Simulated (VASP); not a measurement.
KF (Carobbiite), 2 atoms in the cell. Symmetry: Fm-3m, No. 225, cubic system. Conventional cell: a = 5.315 Å, b = 5.315 Å, c = 5.315 Å, α = 90.00°, β = 90.00°, γ = 90.00°. K (site symmetry m-3m) has 6 F at 2.66 Å as nearest neighbours. F (site symmetry m-3m) is surrounded by 6 K at 2.66 Å. 

* Program: VASP 6.6.1
* Task: relaxation of cell and atoms
* Functional: r2SCAN
* Potentials or basis: VASP PAW PBE potentials, release 64 (K_sv, F)
* Cutoff: 600 eV
* k mesh: 10 × 10 × 10
* Occupations: gaussian, width 0.03 eV
* Spin: no spin polarisation
* Further INCAR settings: ALGO = Normal; EDIFF = 1e-07; IBRION = 2; EDIFFG = -0.005; NSW = 90; ISIF = 3

Potentials or basis: VASP PAW PBE potentials, release 64 (K_sv, F).

Command:

```console
$ cat potpaw_PBE.64/K_sv/POTCAR potpaw_PBE.64/F/POTCAR > POTCAR
$ mpirun -np 1 vasp_std > vasp.out
```

Hardware: 1 thread of Intel(R) Xeon(R) 6975P-C (Granite Rapids), with other jobs on the host.

**Question.** Estimate the wall time of this run.

**Answer.** It took 81 s on 1 thread of Intel(R) Xeon(R) 6975P-C (Granite Rapids), on a shared host, peak memory 0.18 GiB. Counts: scf iterations 24, k points 47, ion steps 1.
